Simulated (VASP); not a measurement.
# BN (Qingsongite): NMR shieldings, part 2 of 3

Wanted: the shieldings and field gradients at the nuclei of BN (Qingsongite). The cell is of the zinc-blende type, one of the forms listed for this formula, which need not be the common one. The start is a cell from a database of measured crystal structures.

VASP 6.6.1, plane waves and PAW; the level of theory is named at each step.

So far. Step 2 (Ground state): The cell has a gap of 4.61 eV on this mesh and a pressure of +3.3 GPa, which holds the misfit of the given cell and coordinates with this functional, and any error of cutoff, mesh and data sets.

## 3. Shielding tensors

This step: chemical shifts by linear response (GIPAW), PBE; plane waves and PAW (N, B) (VASP 6.6.1).

LCHIMAG computes the induced currents by linear response. It needs tightly converged orbitals and a cutoff well above the default; LEFG adds the field gradients at no cost.

The input, INCAR:

```
SYSTEM = BN
PREC = Accurate
ENCUT = 560
EDIFF = 1E-09
NELM = 100
ISMEAR = 0
SIGMA = 0.01
LREAL = .FALSE.
ALGO = Normal
GGA = PE
NBANDS = 10
LWAVE = .FALSE.
LCHARG = .FALSE.
KPAR = 2
LCHIMAG = .TRUE.
LEFG = .TRUE.
DQ = 0.001
ICHIBARE = 1
LNMR_SYM_RED = .TRUE.
```

The input, POSCAR:

```
BN
1.0
    0.0000000000      1.8075000000      1.8075000000
    1.8075000000      0.0000000000      1.8075000000
    1.8075000000      1.8075000000      0.0000000000
N B
1 1
Direct
    0.7500000000      0.7500000000      0.7500000000
    0.0000000000      0.0000000000      0.0000000000
```

The input, KPOINTS:

```
Automatic mesh
0
Gamma
10 10 10
0 0 0
```

Potentials, in the order of the species: N and B (PBE family, release 64).

Started as:

```bash
> mpirun -np 2 vasp_std
```

The log of the run:

```text
[... set-up lines as in an earlier step ...]
 entering main loop
       N       E                     dE             d eps       ncg     rms          rms(c)
DAV:   1     0.134843844938E+02    0.13484E+02   -0.54157E+03   956   0.847E+02
DAV:   2    -0.178289728454E+02   -0.31313E+02   -0.30239E+02  1160   0.185E+02
DAV:   3    -0.184155840474E+02   -0.58661E+00   -0.58558E+00  1108   0.223E+01
DAV:   4    -0.184163969479E+02   -0.81290E-03   -0.81288E-03  1042   0.884E-01
DAV:   5    -0.184163977230E+02   -0.77510E-06   -0.77513E-06  1078   0.285E-02    0.669E+00
DAV:   6    -0.175376659316E+02    0.87873E+00   -0.30347E+00  1046   0.112E+01    0.326E+00
DAV:   7    -0.174652665861E+02    0.72399E-01   -0.10072E-01  1026   0.281E+00    0.191E+00
DAV:   8    -0.174509152144E+02    0.14351E-01   -0.37680E-02  1050   0.152E+00    0.194E-01
DAV:   9    -0.174511135002E+02   -0.19829E-03   -0.87734E-04  1024   0.272E-01    0.803E-02
DAV:  10    -0.174511945156E+02   -0.81015E-04   -0.11894E-04  1016   0.103E-01    0.149E-02
DAV:  11    -0.174511995999E+02   -0.50844E-05   -0.96391E-06  1088   0.268E-02    0.101E-02
DAV:  12    -0.174511995818E+02    0.18080E-07   -0.18113E-06  1046   0.101E-02    0.638E-04
DAV:  13    -0.174511995819E+02   -0.72077E-10   -0.27601E-08  1082   0.174E-03    0.323E-04
DAV:  14    -0.174511996001E+02   -0.18196E-07   -0.34536E-09  1010   0.524E-04    0.112E-04
DAV:  15    -0.174511995999E+02    0.16189E-09   -0.46136E-11   564   0.753E-05
ion   1
     0.0000000    -0.0000000     0.0000000    -0.0000000     0.0000000    -0.0000000
     0.0000281    -0.0000000     0.0000000    -0.0000000     0.0000000    -0.0000000
     0.0000381    -0.0000000     0.0000000    -0.0000000     0.0000000    -0.0000000
     0.0000517    -0.0000000     0.0000000    -0.0000000     0.0000000    -0.0000000
     0.0000701    -0.0000000     0.0000000    -0.0000000     0.0000000    -0.0000000

     0.0000000    -0.0000000     0.0000000    -0.0000000     0.0000000    -0.0000000
     0.0000281    -0.0000000     0.0000000    -0.0000000     0.0000000    -0.0000000
     0.0000381    -0.0000000     0.0000000    -0.0000000     0.0000000    -0.0000000
     0.0000517    -0.0000000     0.0000000    -0.0000000     0.0000000    -0.0000000
     0.0000701    -0.0000000     0.0000000    -0.0000000     0.0000000    -0.0000000

ion   2
     0.0000000    -0.0000000    -0.0000000    -0.0000000     0.0000000    -0.0000000
     0.0000257    -0.0000000    -0.0000000    -0.0000000     0.0000000    -0.0000000
     0.0000354    -0.0000000    -0.0000000    -0.0000000     0.0000000    -0.0000000
     0.0000487    -0.0000000    -0.0000000    -0.0000000     0.0000000    -0.0000000
     0.0000671    -0.0000000    -0.0000000    -0.0000000     0.0000000    -0.0000000

     0.0000000    -0.0000000    -0.0000000    -0.0000000     0.0000000    -0.0000000
     0.0000257    -0.0000000    -0.0000000    -0.0000000     0.0000000    -0.0000000
     0.0000354    -0.0000000    -0.0000000    -0.0000000     0.0000000    -0.0000000
     0.0000487    -0.0000000    -0.0000000    -0.0000000     0.0000000    -0.0000000
     0.0000671    -0.0000000    -0.0000000    -0.0000000     0.0000000    -0.0000000

   1 F= -.17451200E+02 E0= -.17451200E+02  d E =-.148350E-43
DAV:   1    -0.377692559282E+01   -0.37769E+01    0.00000E+00     0   0.000E+00
DAV:   2    -0.377692559282E+01    0.00000E+00    0.00000E+00     0   0.000E+00
BDIR= 1  IDIR= 2  IQ= -1
DAV:   1    -0.754701443128E+01   -0.75470E+01   -0.11609E-02   994   0.535E-01
DAV:   2    -0.754702813305E+01   -0.13702E-04   -0.13702E-04  1080   0.122E-01
DAV:   3    -0.754702813959E+01   -0.65337E-08   -0.65083E-08  1168   0.300E-03
DAV:   4    -0.754702813959E+01   -0.34124E-11   -0.32671E-11  1030   0.524E-05
       N       E                     dE             d eps       ncg     rms
RMM:   1    -0.226270789101E+02   -0.22627E+02   -0.36363E+01  1944   0.352E+01
RMM:   2    -0.231183394341E+02   -0.49126E+00   -0.36830E-01  2156   0.416E+00
RMM:   3    -0.231245246963E+02   -0.61853E-02   -0.63850E-03  2197   0.398E-01
RMM:   4    -0.231246847124E+02   -0.16002E-03   -0.21779E-04  2212   0.564E-02
RMM:   5    -0.231246924242E+02   -0.77117E-05   -0.86227E-06  2229   0.919E-03
RMM:   6    -0.231246927973E+02   -0.37310E-06   -0.62831E-07  2195   0.181E-03
RMM:   7    -0.231246928261E+02   -0.28859E-07   -0.33084E-08  1939   0.375E-04
RMM:   8    -0.231246928278E+02   -0.16241E-08   -0.31512E-09  1802   0.100E-04
RMM:   9    -0.231246928279E+02   -0.15579E-09   -0.16696E-10  1712   0.410E-05
BDIR= 1  IDIR= 2  IQ=  0
DAV:   1    -0.755385928635E+01   -0.75539E+01   -0.13119E-11   522   0.247E-05
DAV:   2    -0.755385928631E+01    0.38721E-10   -0.49653E-13   514   0.100E-05
       N       E                     dE             d eps       ncg     rms
RMM:   1    -0.226533545569E+02   -0.22653E+02   -0.36488E+01  1943   0.353E+01
RMM:   2    -0.231462981227E+02   -0.49294E+00   -0.36802E-01  2156   0.417E+00
RMM:   3    -0.231524603934E+02   -0.61623E-02   -0.63831E-03  2179   0.398E-01
RMM:   4    -0.231526199120E+02   -0.15952E-03   -0.21621E-04  2177   0.563E-02
RMM:   5    -0.231526275613E+02   -0.76493E-05   -0.85662E-06  2191   0.912E-03
RMM:   6    -0.231526279312E+02   -0.36987E-06   -0.62126E-07  2135   0.176E-03
RMM:   7    -0.231526279597E+02   -0.28548E-07   -0.32880E-08  1838   0.360E-04
RMM:   8    -0.231526279614E+02   -0.16103E-08   -0.31279E-09  1711   0.975E-05
RMM:   9    -0.231526279615E+02   -0.15487E-09   -0.16659E-10  1632   0.403E-05
BDIR= 1  IDIR= 2  IQ=  1
DAV:   1    -0.756092017950E+01   -0.75609E+01   -0.11596E-02   994   0.535E-01
DAV:   2    -0.756093403165E+01   -0.13852E-04   -0.13852E-04  1070   0.122E-01
DAV:   3    -0.756093403829E+01   -0.66479E-08   -0.66545E-08  1160   0.303E-03
DAV:   4    -0.756093403829E+01    0.25473E-11   -0.38837E-11  1026   0.559E-05
       N       E                     dE             d eps       ncg     rms
RMM:   1    -0.226799381291E+02   -0.22680E+02   -0.36615E+01  1941   0.353E+01
RMM:   2    -0.231745752702E+02   -0.49464E+00   -0.36770E-01  2158   0.417E+00
RMM:   3    -0.231807131173E+02   -0.61378E-02   -0.63797E-03  2197   0.397E-01
RMM:   4    -0.231808721591E+02   -0.15904E-03   -0.21481E-04  2214   0.562E-02
RMM:   5    -0.231808797609E+02   -0.76018E-05   -0.85688E-06  2233   0.914E-03
RMM:   6    -0.231808801309E+02   -0.37001E-06   -0.62006E-07  2193   0.179E-03
RMM:   7    -0.231808801595E+02   -0.28541E-07   -0.32964E-08  1947   0.371E-04
RMM:   8    -0.231808801611E+02   -0.16124E-08   -0.31201E-09  1795   0.989E-05
RMM:   9    -0.231808801612E+02   -0.15472E-09   -0.16640E-10  1717   0.402E-05
BDIR= 1  IDIR= 3  IQ= -1
[...]
RMM:   7    -0.315617026070E+02   -0.47380E-07   -0.68953E-08  1924   0.581E-04
RMM:   8    -0.315617026102E+02   -0.31771E-08   -0.51984E-09  1830   0.140E-04
RMM:   9    -0.315617026104E+02   -0.23218E-09   -0.30303E-10  1711   0.460E-05
       N       E                     dE             d eps       ncg     rms
RLQ:   1    -0.144141345810E+00   -0.14414E+00   -0.62837E-02  1379   0.722E+00
RLQ:   2    -0.172922341444E+00   -0.28781E-01   -0.16994E-02  2132   0.762E-01
RLQ:   3    -0.173233548798E+00   -0.31121E-03   -0.30504E-04  2137   0.848E-02
RLQ:   4    -0.173241003824E+00   -0.74550E-05   -0.12108E-05  2160   0.116E-02
RLQ:   5    -0.173241371557E+00   -0.36773E-06   -0.46780E-07  2115   0.226E-03
RLQ:   6    -0.173241389610E+00   -0.18052E-07   -0.32865E-08  1911   0.438E-04
RLQ:   7    -0.173241390927E+00   -0.13178E-08   -0.17867E-09  1794   0.116E-04
RLQ:   8    -0.173241391005E+00   -0.77405E-10   -0.14707E-10  1653   0.432E-05
BDIR= 3  IDIR= 1  IQ= -1
DAV:   1    -0.753773439138E+01   -0.75377E+01   -0.11327E-02  1010   0.539E-01
DAV:   2    -0.753774773107E+01   -0.13340E-04   -0.13340E-04  1070   0.122E-01
DAV:   3    -0.753774773732E+01   -0.62448E-08   -0.62339E-08  1204   0.292E-03
DAV:   4    -0.753774773730E+01    0.11008E-10   -0.27070E-11  1032   0.433E-05
       N       E                     dE             d eps       ncg     rms
RMM:   1    -0.313694586861E+02   -0.31369E+02   -0.63975E+01  2007   0.376E+01
RMM:   2    -0.321653389060E+02   -0.79588E+00   -0.53083E-01  2183   0.472E+00
RMM:   3    -0.321763727700E+02   -0.11034E-01   -0.13819E-02  2191   0.500E-01
RMM:   4    -0.321767674813E+02   -0.39471E-03   -0.41851E-04  2212   0.828E-02
RMM:   5    -0.321767830185E+02   -0.15537E-04   -0.22391E-05  2229   0.149E-02
RMM:   6    -0.321767839375E+02   -0.91899E-06   -0.12989E-06  2178   0.302E-03
RMM:   7    -0.321767839947E+02   -0.57216E-07   -0.78879E-08  1964   0.631E-04
RMM:   8    -0.321767839984E+02   -0.36685E-08   -0.63184E-09  1873   0.156E-04
RMM:   9    -0.321767839987E+02   -0.28763E-09   -0.35768E-10  1774   0.510E-05
BDIR= 3  IDIR= 1  IQ=  0
DAV:   1    -0.755385928634E+01   -0.75539E+01   -0.13052E-11   522   0.247E-05
DAV:   2    -0.755385928634E+01    0.67057E-12   -0.48921E-13   514   0.100E-05
       N       E                     dE             d eps       ncg     rms
RMM:   1    -0.313828801078E+02   -0.31383E+02   -0.63971E+01  2009   0.376E+01
RMM:   2    -0.321789489339E+02   -0.79607E+00   -0.53151E-01  2179   0.472E+00
RMM:   3    -0.321900188669E+02   -0.11070E-01   -0.13862E-02  2182   0.501E-01
RMM:   4    -0.321904153991E+02   -0.39653E-03   -0.41955E-04  2190   0.829E-02
RMM:   5    -0.321904309812E+02   -0.15582E-04   -0.22523E-05  2196   0.149E-02
RMM:   6    -0.321904319058E+02   -0.92459E-06   -0.13017E-06  2121   0.303E-03
RMM:   7    -0.321904319631E+02   -0.57334E-07   -0.79318E-08  1906   0.631E-04
RMM:   8    -0.321904319668E+02   -0.36911E-08   -0.63219E-09  1808   0.156E-04
RMM:   9    -0.321904319671E+02   -0.28791E-09   -0.36001E-10  1705   0.510E-05
BDIR= 3  IDIR= 1  IQ=  1
DAV:   1    -0.757015517467E+01   -0.75702E+01   -0.11315E-02  1010   0.539E-01
DAV:   2    -0.757016851339E+01   -0.13339E-04   -0.13339E-04  1080   0.122E-01
DAV:   3    -0.757016851955E+01   -0.61501E-08   -0.61689E-08  1220   0.290E-03
DAV:   4    -0.757016851956E+01   -0.12067E-10   -0.22643E-11  1038   0.397E-05
       N       E                     dE             d eps       ncg     rms
RMM:   1    -0.313955527299E+02   -0.31396E+02   -0.63961E+01  2009   0.376E+01
RMM:   2    -0.321917142098E+02   -0.79616E+00   -0.53211E-01  2183   0.472E+00
RMM:   3    -0.322028173966E+02   -0.11103E-01   -0.13901E-02  2191   0.502E-01
RMM:   4    -0.322032156253E+02   -0.39823E-03   -0.42046E-04  2212   0.831E-02
RMM:   5    -0.322032312509E+02   -0.15626E-04   -0.22648E-05  2230   0.149E-02
RMM:   6    -0.322032321809E+02   -0.93005E-06   -0.13045E-06  2179   0.304E-03
RMM:   7    -0.322032322384E+02   -0.57468E-07   -0.79702E-08  1965   0.633E-04
RMM:   8    -0.322032322421E+02   -0.37115E-08   -0.63227E-09  1872   0.156E-04
RMM:   9    -0.322032322424E+02   -0.28811E-09   -0.36196E-10  1773   0.509E-05
BDIR= 3  IDIR= 2  IQ= -1
DAV:   1    -0.754701443127E+01   -0.75470E+01   -0.11609E-02   994   0.535E-01
DAV:   2    -0.754702813305E+01   -0.13702E-04   -0.13702E-04  1080   0.122E-01
DAV:   3    -0.754702813956E+01   -0.65090E-08   -0.65082E-08  1168   0.300E-03
DAV:   4    -0.754702813957E+01   -0.11864E-10   -0.32637E-11  1030   0.524E-05
       N       E                     dE             d eps       ncg     rms
RMM:   1    -0.308014960803E+02   -0.30801E+02   -0.63517E+01  1954   0.380E+01
RMM:   2    -0.316157968095E+02   -0.81430E+00   -0.54845E-01  2162   0.477E+00
RMM:   3    -0.316272894417E+02   -0.11493E-01   -0.13940E-02  2183   0.513E-01
RMM:   4    -0.316276784557E+02   -0.38901E-03   -0.40205E-04  2196   0.834E-02
RMM:   5    -0.316276925838E+02   -0.14128E-04   -0.21076E-05  2217   0.146E-02
RMM:   6    -0.316276934241E+02   -0.84029E-06   -0.11213E-06  2174   0.287E-03
RMM:   7    -0.316276934719E+02   -0.47811E-07   -0.69443E-08  1959   0.584E-04
RMM:   8    -0.316276934751E+02   -0.31985E-08   -0.52444E-09  1864   0.141E-04
RMM:   9    -0.316276934753E+02   -0.23439E-09   -0.30575E-10  1747   0.463E-05
BDIR= 3  IDIR= 2  IQ=  0
DAV:   1    -0.755385928638E+01   -0.75539E+01   -0.13062E-11   522   0.247E-05
DAV:   2    -0.755385928634E+01    0.43054E-10   -0.61110E-13   514   0.100E-05
       N       E                     dE             d eps       ncg     rms
RMM:   1    -0.307360166921E+02   -0.30736E+02   -0.63258E+01  1954   0.380E+01
RMM:   2    -0.315466169042E+02   -0.81060E+00   -0.54515E-01  2159   0.476E+00
RMM:   3    -0.315579974581E+02   -0.11381E-01   -0.13807E-02  2172   0.511E-01
RMM:   4    -0.315583819929E+02   -0.38453E-03   -0.39890E-04  2169   0.829E-02
RMM:   5    -0.315583960066E+02   -0.14014E-04   -0.20805E-05  2188   0.145E-02
RMM:   6    -0.315583968360E+02   -0.82934E-06   -0.11137E-06  2110   0.284E-03
RMM:   7    -0.315583968835E+02   -0.47477E-07   -0.68623E-08  1888   0.579E-04
RMM:   8    -0.315583968866E+02   -0.31589E-08   -0.52206E-09  1786   0.140E-04
RMM:   9    -0.315583968869E+02   -0.23323E-09   -0.30190E-10  1667   0.460E-05
BDIR= 3  IDIR= 2  IQ=  1
DAV:   1    -0.756092017949E+01   -0.75609E+01   -0.11596E-02   994   0.535E-01
DAV:   2    -0.756093403163E+01   -0.13852E-04   -0.13852E-04  1070   0.122E-01
DAV:   3    -0.756093403830E+01   -0.66739E-08   -0.66545E-08  1160   0.303E-03
DAV:   4    -0.756093403831E+01   -0.88320E-11   -0.38786E-11  1026   0.559E-05
       N       E                     dE             d eps       ncg     rms
RMM:   1    -0.306701758689E+02   -0.30670E+02   -0.62997E+01  1952   0.380E+01
RMM:   2    -0.314770896245E+02   -0.80691E+00   -0.54198E-01  2162   0.475E+00
RMM:   3    -0.314883633510E+02   -0.11274E-01   -0.13682E-02  2185   0.509E-01
RMM:   4    -0.314887437355E+02   -0.38038E-03   -0.39632E-04  2194   0.825E-02
RMM:   5    -0.314887576635E+02   -0.13928E-04   -0.20587E-05  2213   0.144E-02
RMM:   6    -0.314887584848E+02   -0.82136E-06   -0.11112E-06  2170   0.284E-03
RMM:   7    -0.314887585322E+02   -0.47398E-07   -0.68176E-08  1954   0.578E-04
RMM:   8    -0.314887585354E+02   -0.31399E-08   -0.52354E-09  1862   0.140E-04
RMM:   9    -0.314887585356E+02   -0.23390E-09   -0.30039E-10  1744   0.460E-05
       N       E                     dE             d eps       ncg     rms
RLQ:   1    -0.165869045036E+00   -0.16587E+00   -0.50398E-02  1186   0.688E+00
RLQ:   2    -0.206967203791E+00   -0.41098E-01   -0.19964E-02  1938   0.780E-01
RLQ:   3    -0.207388631085E+00   -0.42143E-03   -0.45129E-04  1846   0.890E-02
RLQ:   4    -0.207400540782E+00   -0.11910E-04   -0.14897E-05  1936   0.124E-02
RLQ:   5    -0.207401001141E+00   -0.46036E-06   -0.61563E-07  1760   0.242E-03
RLQ:   6    -0.207401024004E+00   -0.22863E-07   -0.36678E-08  1626   0.459E-04
RLQ:   7    -0.207401025419E+00   -0.14153E-08   -0.20697E-09  1494   0.116E-04
RLQ:   8    -0.207401025505E+00   -0.85513E-10   -0.15308E-10  1356   0.395E-05
```

Run time: 2.2 min. Hardware: 2 MPI ranks of AMD EPYC 7R43, shared host; peak memory 0.25 GiB; 4.4 min of CPU time.

Parts of OUTCAR (step 3):

```text
The static configuration has the point symmetry T_d .

 Found     47 irreducible k-points:

   k-points           NKPTS =     47   k-points in BZ     NKDIM =     47   number of bands    NBANDS=     10

   ENCUT  =  560.0 eV  41.16 Ry    6.42 a.u.   4.93  4.93  4.93*2*pi/ulx,y,z

   NELECT =       8.0000    total number of electrons

  Total        0.2323609      0.2323609      0.2323609      0.0000000      0.0000000     -0.0000000
  in kB       31.5216305     31.5216305     31.5216305      0.0000000      0.0000000     -0.0000000
  external PRESSURE =      31.5216305 kB  Pullay stress =       0.0000000 kB

  energy-cutoff  :      560.00
  volume of cell :       11.81
      direct lattice vectors                 reciprocal lattice vectors
     0.000000000  1.807500000  1.807500000    -0.276625173  0.276625173  0.276625173
     1.807500000  0.000000000  1.807500000     0.276625173 -0.276625173  0.276625173
     1.807500000  1.807500000  0.000000000     0.276625173  0.276625173 -0.276625173

 Electric field gradients after diagonalization (V/A^2)
 (convention: |V_zz| > |V_xx| > |V_yy|)
----------------------------------------------------------------------
 ion       V_xx      V_yy      V_zz     asymmetry (V_yy - V_xx)/ V_zz
----------------------------------------------------------------------
   1       0.000     0.000    -0.000       0.000
   2       0.000     0.000    -0.000       0.000
----------------------------------------------------------------------

  ORBITAL MAGNETIC SUSCEPTIBILITY, excluding core contribution
 -------------------------------------------------------------
  Approximate magnetic susceptibility, pGv (10^-6 cm^3/mole)
     1        -10.145231          0.000000         -0.000000
     2         -0.000000        -10.145231          0.000000
     3         -0.000000          0.000000        -10.145231
 -------------------------------------------------------------
  Approximate magnetic susceptibility, vGv (10^-6 cm^3/mole)
     1        -10.805770          0.000000         -0.000000
     2          0.000000        -10.805770         -0.000000
     3          0.000000          0.000000        -10.805770

  CSA tensor (J. Mason, Solid State Nucl. Magn. Reson. 2, 285 (1993))
  for chemical shielding  (including the isotropic core contribution)

  BDIR labels direction of applied magnetic field (i.e. B0)
  For BDIR==1, B0 along x-axis, etc.
  Induced field listed along cartesian directions for each BDIR
 ------------------------------------------------------------------------------------------
                 EXCLUDING G=0 CONTRIBUTION              INCLUDING G=0 CONTRIBUTION
 ------------------------------------------------------------------------------------------
  ion  BDIR            X           Y           Z                X           Y           Z
          (   iso_shield        span        skew ) (   iso_shield        span        skew )
 ------------------------------------------------------------------------------------------
    1     1     192.2678     -0.0000     -0.0000         204.6245     -0.0000     -0.0000
          2       0.0000    192.2678      0.0000           0.0000    204.6245      0.0000
          3      -0.0000     -0.0000    192.2678          -0.0000     -0.0000    204.6245
          (     192.2678      0.0000      0.0000 ) (     204.6245      0.0000      0.0000 )

    2     1      82.4089      0.0000     -0.0000          94.7656      0.0000     -0.0000
          2      -0.0000     82.4089     -0.0000          -0.0000     94.7656     -0.0000
          3       0.0000     -0.0000     82.4089           0.0000     -0.0000     94.7656
          (      82.4089      0.0000      0.0000 ) (      94.7656      0.0000      0.0000 )
 ------------------------------------------------------------------------------------------

[... 5 parts as in an earlier step ...]

[... 2 further parts left out ...]
```

Numbers from this step:

| Quantity | Value |
| --- | --- |
| Fermi energy | 7.498 eV |
| pressure | 3.152 GPa |
| gap on the k-mesh | 4.459 eV |

Valence and core; the G = 0 term is that of a spherical sample. NMR shielding, by row:

| atom | isotropic shielding (ppm) | span (ppm) | skew | isotropic shielding without the G = 0 term (ppm) |
| --- | --- | --- | --- | --- |
| N1 | 204.6 | 0 | - | 192.3 |
| B2 | 94.77 | 0 | - | 82.41 |

Ordered as |Vzz| ≥ |Vxx| ≥ |Vyy|, the program's way. Electric field gradients, by row:

| atom | Vxx (V/Å²) | Vyy (V/Å²) | Vzz (V/Å²) | asymmetry |
| --- | --- | --- | --- | --- |
| N1 | 0 | 0 | 0 | - |
| B2 | 0 | 0 | 0 | - |

(Part 2 of 3 ends here.)

[Lines on the potential files, build, host, timing and source positions are cut from VASP's logs without a mark.]

[Logs are printed without paths, hosts, clocks, repeated set-up lines and the standing remarks that a program may print on its own settings, such as how far it seeks lower states.]

[Hosts, paths, dates, database ids (printed as entryN), source tags and the programs' standing remarks are cut or masked in the printed files.]
